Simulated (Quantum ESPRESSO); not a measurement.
# Ti (P6_3/mmc) in Quantum ESPRESSO: convergence with wavefunction cutoff

Aim: find how far wavefunction cutoff must go before the results for Ti settle, at PBE. This setting moves, with any that are tied to it; all else stays.

All numbers are computed with Quantum ESPRESSO 7.5; they aren't measurements. Logs are shortened: lines on timing, memory, paths and dates and some standing lists are left out, and cuts for length are marked.

### 1 Starting point

The structure is hexagonal, space group P6_3/mmc (No. 194). The conventional cell has a = 2.950 Å, b = 2.950 Å, c = 4.680 Å, α = 90.00°, β = 90.00°, γ = 120.00°. Ti (site symmetry -6m2) has 12 Ti at 2.89 to 2.95 Å as nearest neighbours.

### 2 With wavefunction cutoff 34 Ry

File pw.in:

```
&CONTROL
  calculation = 'scf'
  prefix = 'pwscf'
  outdir = './tmp'
  pseudo_dir = './pseudo'
  tprnfor = .true.
  tstress = .true.
  disk_io = 'nowf'
/
&SYSTEM
  ibrav = 0
  nat = 2
  ntyp = 1
  ecutwfc = 34
  nbnd = 38
  occupations = 'smearing'
  smearing = 'mv'
  degauss = 0.00367493
  noncolin = .true.
  lspinorb = .true.
/
&ELECTRONS
  conv_thr = 4d-10
  electron_maxstep = 120
  mixing_beta = 0.5
/
ATOMIC_SPECIES
Ti    47.8670 Ti.upf
CELL_PARAMETERS angstrom
   2.9500000000    0.0000000000    0.0000000000
  -1.4750000000    2.5547749412    0.0000000000
   0.0000000000    0.0000000000    4.6800000000
ATOMIC_POSITIONS crystal
Ti     0.6666666667    0.3333333333    0.7500000000
Ti     0.3333333333    0.6666666667    0.2500000000
K_POINTS automatic
8 8 5 0 0 0
```

Potentials or basis: PseudoDojo 0.4 FR PBE standard.

The run is started by

```console
> OMP_NUM_THREADS=1 pw.x -in pw.in > pw.out
```

Run time: 37 s. Hardware: 1 thread of Arm Neoverse V1, shared host; peak memory 0.07 GiB.

Results:

| Property | Result |
| --- | --- |
| Free energy | -3218.7169 eV |
| Pressure | -144.1 GPa |
| Band gap on the k mesh | none (metal or under the smearing width) |

### 3 With wavefunction cutoff 42 Ry

Changes to pw.in since step 2:

```diff
@@ -13,3 +13,3 @@
   ntyp = 1
-  ecutwfc = 34
+  ecutwfc = 42
   nbnd = 38
```

Potentials or basis: PseudoDojo 0.4 FR PBE standard.

The run is started by

```console
> OMP_NUM_THREADS=1 pw.x -in pw.in > pw.out
```

Run time: 56 s. Hardware: 1 thread of Arm Neoverse V1, shared host; peak memory 0.09 GiB.

Results:

```yaml
Free_energy: -3225.9830 eV
Pressure: -70.9 GPa
Band_gap_on_the_k_mesh: none (metal or under the smearing width)
```

### 4 With wavefunction cutoff 50 Ry

Changes to pw.in since step 3:

```diff
@@ -13,3 +13,3 @@
   ntyp = 1
-  ecutwfc = 42
+  ecutwfc = 50
   nbnd = 38
```

The run is started by

```console
> OMP_NUM_THREADS=1 pw.x -in pw.in > pw.out
```

Run time: 52 s. Hardware: 1 thread of Arm Neoverse V1, shared host; peak memory 0.1 GiB.

Results:

| Property | Result |
| --- | --- |
| Free energy | -3228.7318 eV |
| Pressure | -31.0 GPa |
| Band gap on the k mesh | none (metal or under the smearing width) |

### 5 With wavefunction cutoff 59 Ry

Changes to pw.in since step 4:

```diff
@@ -13,3 +13,3 @@
   ntyp = 1
-  ecutwfc = 50
+  ecutwfc = 59
   nbnd = 38
```

The run is started by

```console
> OMP_NUM_THREADS=1 pw.x -in pw.in > pw.out
```

Run time: 88 s. Hardware: 1 thread of Arm Neoverse V1, shared host; peak memory 0.13 GiB.

What came out:

```yaml
Free_energy: -3229.6999 eV
Pressure: -9.6 GPa
Band_gap_on_the_k_mesh: none (metal or under the smearing width)
```

### 6 With wavefunction cutoff 67 Ry

Changes to pw.in since step 5:

```diff
@@ -13,3 +13,3 @@
   ntyp = 1
-  ecutwfc = 59
+  ecutwfc = 67
   nbnd = 38
```

Potentials or basis: PseudoDojo 0.4 FR PBE standard.

The run is started by

```console
> OMP_NUM_THREADS=1 pw.x -in pw.in > pw.out
```

It took 94 s on 1 thread of Arm Neoverse V1, shared host; peak memory 0.15 GiB.

Results (log left out):

* Free energy: -3229.8898 eV
* Pressure: -3.1 GPa
* Band gap on the k mesh: none (metal or under the smearing width)

### 7 With wavefunction cutoff 76 Ry

Changes to pw.in since step 6:

```diff
@@ -13,3 +13,3 @@
   ntyp = 1
-  ecutwfc = 67
+  ecutwfc = 76
   nbnd = 38
```

The run is started by

```console
> OMP_NUM_THREADS=1 pw.x -in pw.in > pw.out
```

Wall time 1.7 min (1 thread of Arm Neoverse V1, shared host); peak memory 0.18 GiB.

Results (log left out):

```yaml
Free_energy: -3229.9239 eV
Pressure: -1.4 GPa
Band_gap_on_the_k_mesh: none (metal or under the smearing width)
```

### 8 With wavefunction cutoff 84 Ry

Changes to pw.in since step 7:

```diff
@@ -13,3 +13,3 @@
   ntyp = 1
-  ecutwfc = 76
+  ecutwfc = 84
   nbnd = 38
```

The run is started by

```console
> OMP_NUM_THREADS=1 pw.x -in pw.in > pw.out
```

It took 2.5 min on 1 thread of Arm Neoverse V1, shared host; peak memory 0.21 GiB.

The run converged. Its results:

| Property | Result |
| --- | --- |
| Free energy | -3229.9262 eV |
| Pressure | -1.2 GPa |
| Band gap on the k mesh | none (metal or under the smearing width) |

### 9 With wavefunction cutoff 101 Ry

Changes to pw.in since step 8:

```diff
@@ -13,3 +13,3 @@
   ntyp = 1
-  ecutwfc = 84
+  ecutwfc = 101
   nbnd = 38
```

Potentials or basis: PseudoDojo 0.4 FR PBE standard.

The run is started by

```console
> OMP_NUM_THREADS=1 pw.x -in pw.in > pw.out
```

Wall time 2.3 min (1 thread of Arm Neoverse V1, shared host); peak memory 0.26 GiB.

Results (log left out):

| Property | Result |
| --- | --- |
| Free energy | -3229.9267 eV |
| Pressure | -1.2 GPa |
| Band gap on the k mesh | none (metal or under the smearing width) |

### 10 With wavefunction cutoff 126 Ry

Changes to pw.in since step 9:

```diff
@@ -13,3 +13,3 @@
   ntyp = 1
-  ecutwfc = 101
+  ecutwfc = 126
   nbnd = 38
```

Potentials or basis: PseudoDojo 0.4 FR PBE standard.

The run is started by

```console
> OMP_NUM_THREADS=1 pw.x -in pw.in > pw.out
```

pw.out:

```text
This program is part of the open-source Quantum ESPRESSO suite
     for quantum simulation of materials; please cite
         "P. Giannozzi et al., J. Phys.:Condens. Matter 21 395502 (2009);
         "P. Giannozzi et al., J. Phys.:Condens. Matter 29 465901 (2017);
         "P. Giannozzi et al., J. Chem. Phys. 152 154105 (2020);
     in publications or presentations arising from this work. More details at

     Message from routine setup:
     using ibrav=0 with symmetry is DISCOURAGED, use correct ibrav instead

     G-vector sticks info
     --------------------
     sticks:   dense  smooth     PW     G-vecs:    dense   smooth      PW
     Sum        1069    1069    313                45519    45519    6885

     Using Slab Decomposition

     bravais-lattice index     =            0
     lattice parameter (alat)  =       5.5747  a.u.
     unit-cell volume          =     238.0220 (a.u.)^3
     number of atoms/cell      =            2
     number of atomic types    =            1
     number of electrons       =        24.00
     number of Kohn-Sham states=           38
     kinetic-energy cutoff     =     126.0000  Ry
     charge density cutoff     =     504.0000  Ry
     scf convergence threshold =      4.0E-10
     mixing beta               =       0.5000
     number of iterations used =            8  plain     mixing
     Exchange-correlation= PBE
                           (   1   4   3   4   0   0   0)
     Non magnetic calculation with spin-orbit

     celldm(1)=   5.574692  celldm(2)=   0.000000  celldm(3)=   0.000000
     celldm(4)=   0.000000  celldm(5)=   0.000000  celldm(6)=   0.000000

     crystal axes: (cart. coord. in units of alat)
               a(1) = (   1.000000   0.000000   0.000000 )
               a(2) = (  -0.500000   0.866025   0.000000 )
               a(3) = (   0.000000   0.000000   1.586441 )

     reciprocal axes: (cart. coord. in units 2 pi/alat)
               b(1) = (  1.000000  0.577350 -0.000000 )
               b(2) = (  0.000000  1.154701  0.000000 )
               b(3) = (  0.000000 -0.000000  0.630342 )

     PseudoPot. # 1 for Ti read from file:
     Ti.upf
     Pseudo is Norm-conserving + core correction, Zval = 12.0
     Generated using ONCVPSP code by D. R. Hamann
     Using radial grid of 1586 points, 10 beta functions with:
                l(1) =   0
                l(2) =   0
                l(3) =   1
                l(4) =   1
                l(5) =   1
                l(6) =   1
                l(7) =   2
                l(8) =   2
                l(9) =   2
               l(10) =   2

     atomic species   valence    mass     pseudopotential
     Ti               12.00    47.86700     Ti( 1.00)

     24 Sym. Ops., with inversion, found (12 have fractional translation)

   Cartesian axes

     site n.     atom                  positions (alat units)
         1        Ti     tau(   1) = (   0.5000000   0.2886751   1.1898305  )
         2        Ti     tau(   2) = (  -0.0000000   0.5773503   0.3966102  )

     number of k points=    30  Marzari-Vanderbilt smearing, width (Ry)=  0.0037
                       cart. coord. in units 2pi/alat
        k(    1) = (   0.0000000   0.0000000   0.0000000), wk =   0.0031250
        k(    2) = (   0.0000000   0.0000000   0.1260684), wk =   0.0062500
        k(    3) = (   0.0000000   0.0000000   0.2521368), wk =   0.0062500
        k(    4) = (   0.0000000   0.1443376   0.0000000), wk =   0.0187500
        k(    5) = (   0.0000000   0.1443376   0.1260684), wk =   0.0375000
        k(    6) = (   0.0000000   0.1443376   0.2521368), wk =   0.0375000
[... 22 lines left out ...]
        k(   29) = (   0.2500000   0.5773503   0.1260684), wk =   0.0375000
        k(   30) = (   0.2500000   0.5773503   0.2521368), wk =   0.0375000

     Dense  grid:    45519 G-vectors     FFT dimensions: (  40,  40,  64)

     Initial potential from superposition of free atoms

     starting charge      23.9968, renormalised to      24.0000
     Starting wfcs are   40 randomized atomic wfcs

     Self-consistent Calculation

     iteration #  1     ecut=   126.00 Ry     beta= 0.50
     Davidson diagonalization with overlap
     ethr =  1.00E-02,  avg # of iterations =  3.1

     Threshold (ethr) on eigenvalues was too large:
     Diagonalizing with lowered threshold

     Davidson diagonalization with overlap
     ethr =  2.03E-04,  avg # of iterations =  3.9

     total energy              =    -237.37607538 Ry
     estimated scf accuracy    <       0.08504771 Ry

     iteration #  2     ecut=   126.00 Ry     beta= 0.50
     Davidson diagonalization with overlap
     ethr =  3.54E-04,  avg # of iterations =  2.1
[... 36 lines left out ...]
     total energy              =    -237.39526607 Ry
     estimated scf accuracy    <       0.00000004 Ry

     iteration #  8     ecut=   126.00 Ry     beta= 0.50
     Davidson diagonalization with overlap
     ethr =  1.87E-10,  avg # of iterations =  2.0

     End of self-consistent calculation

          k = 0.0000 0.0000 0.0000 (  5671 PWs)   bands (ev):

   -43.6828 -43.6828 -43.5539 -43.5539 -20.4468 -20.4468 -20.0241 -20.0241
   -19.7148 -19.7148 -19.4360 -19.4360 -19.3688 -19.3688 -19.3384 -19.3384
     7.0169   7.0169  10.5191  10.5191  13.8712  13.8712  13.9270  13.9270
    13.9617  13.9617  14.0355  14.0355  14.4115  14.4115  14.4497  14.4497
    14.7670  14.7670  14.7873  14.7873  16.2600  16.2600

          k = 0.0000 0.0000 0.1261 (  5671 PWs)   bands (ev):
[... 81 lines left out ...]
   -43.5702 -43.5702 -43.5508 -43.5508 -20.3718 -20.3718 -20.3320 -20.3320
   -19.7397 -19.7397 -19.7009 -19.7009 -19.5296 -19.5296 -19.4801 -19.4801
    10.3647  10.3647  10.8275  10.8275  12.2225  12.2225  12.5893  12.5893
    13.7918  13.7918  14.1300  14.1300  14.4911  14.4911  15.2318  15.2318
    16.2244  16.2244  16.3113  16.3114  16.4012  16.4012

          k = 0.0000-0.5774 0.0000 (  5688 PWs)   bands (ev):

   -43.5714 -43.5714 -43.5295 -43.5295 -20.3711 -20.3711 -20.3391 -20.3391
   -19.7770 -19.7770 -19.7115 -19.7115 -19.6305 -19.6305 -19.4649 -19.4649
    10.8507  10.8507  11.0546  11.0546  11.3544  11.3544  12.5276  12.5276
    13.6528  13.6528  13.7764  13.7764  14.3209  14.3209  16.4688  16.4688
    16.6710  16.6710  16.6999  16.6999  17.4540  17.4540

          k = 0.0000-0.5774 0.1261 (  5680 PWs)   bands (ev):

   -43.5674 -43.5674 -43.5335 -43.5335 -20.3882 -20.3882 -20.3459 -20.3459
   -19.7663 -19.7663 -19.7261 -19.7261 -19.5959 -19.5959 -19.4702 -19.4702
    10.5900  10.5900  11.0702  11.0702  11.9186  11.9186  12.1894  12.1894
    13.8633  13.8633  14.1568  14.1568  14.3208  14.3208  16.2102  16.2102
    16.5399  16.5399  16.6763  16.6763  17.0611  17.0611

          k = 0.0000-0.5774 0.2521 (  5690 PWs)   bands (ev):

   -43.5569 -43.5569 -43.5439 -43.5439 -20.3974 -20.3974 -20.3754 -20.3754
   -19.7499 -19.7499 -19.7360 -19.7360 -19.5389 -19.5389 -19.4923 -19.4923
    10.5535  10.5535  10.8343  10.8343  12.2078  12.2078  12.4382  12.4382
    14.1504  14.1504  14.4637  14.4637  14.7144  14.7144  15.3354  15.3354
    16.5733  16.5733  16.6246  16.6246  16.6432  16.6432

          k = 0.1250 0.2165 0.0000 (  5674 PWs)   bands (ev):

   -43.6434 -43.6434 -43.5397 -43.5397 -20.4085 -20.4085 -20.1221 -20.1221
   -19.7702 -19.7702 -19.5345 -19.5345 -19.4819 -19.4819 -19.4013 -19.4013
     8.2390   8.2390  11.3603  11.3603  12.5082  12.5082  12.8399  12.8399
    13.9627  13.9627  14.0296  14.0296  14.5082  14.5082  14.7283  14.7283
    14.8525  14.8525  15.2946  15.2946  16.4675  16.4675
[... 107 lines left out ...]
   -43.5460 -43.5460 -43.5406 -43.5406 -20.3876 -20.3876 -20.3574 -20.3574
   -19.8278 -19.8278 -19.6992 -19.6992 -19.6100 -19.6100 -19.5124 -19.5124
    11.4356  11.4356  11.6508  11.6508  12.3328  12.3328  12.4487  12.4487
    12.9567  12.9567  13.0963  13.0963  14.6823  14.6823  15.1344  15.1344
    16.2321  16.2321  16.4048  16.4048  19.0073  19.0075

     the Fermi energy is    13.2156 ev

!    total energy              =    -237.39526608 Ry
     estimated scf accuracy    <          3.2E-10 Ry
     smearing contrib. (-TS)   =      -0.00006858 Ry
     internal energy E=F+TS    =    -237.39519750 Ry

     The total energy is F=E-TS. E is the sum of the following terms:
     one-electron contribution =     -82.24341129 Ry
     hartree contribution      =      48.80041554 Ry
     xc contribution           =     -34.87012376 Ry
     ewald contribution        =    -169.08207799 Ry

     convergence has been achieved in   8 iterations

     Forces acting on atoms (cartesian axes, Ry/au):

     atom    1 type  1   force =     0.00000000    0.00000000    0.00000000
     atom    2 type  1   force =     0.00000000   -0.00000000    0.00000000

     Total force =     0.000000     Total SCF correction =     0.000000

     Computing stress (Cartesian axis) and pressure

          total   stress  (Ry/bohr**3)                   (kbar)     P=      -12.28
  -0.00007745   0.00000000   0.00000000          -11.39        0.00        0.00
   0.00000000  -0.00007745   0.00000000            0.00      -11.39        0.00
   0.00000000   0.00000000  -0.00009556            0.00        0.00      -14.06

=------------------------------------------------------------------------------=
   JOB DONE.
=------------------------------------------------------------------------------=
```

Wall time 2.9 min (1 thread of Arm Neoverse V1, shared host); peak memory 0.35 GiB.

What came out:

```yaml
Free_energy: -3229.9271 eV
Pressure: -1.2 GPa
Band_gap_on_the_k_mesh: none (metal or under the smearing width)
```

### 11 The series at a glance

```csv
wavefunction cutoff,"energy less the tightest run, at zero smearing (meV/atom)",pressure (GPa),SCF cycles,CPU time (s),peak memory (GiB)
34 Ry,5605.13,-144.11,10,37,0.07
42 Ry,1972.04,-70.87,11,56,0.09
50 Ry,597.68,-30.96,10,52,0.1
59 Ry,113.60,-9.61,10,88,0.13
67 Ry,18.66,-3.15,10,94,0.15
76 Ry,1.60,-1.41,10,100,0.18
84 Ry,0.45,-1.22,10,150,0.21
101 Ry,0.21,-1.22,8,140,0.26
126 Ry,0.00,-1.23,8,180,0.35
```

Against the tightest run, the energy stays within 1 meV/atom from 84 Ry on; the pressure stays within 0.1 GPa from 84 Ry on. The tightest run that finished is the yardstick and may itself not be fully converged.
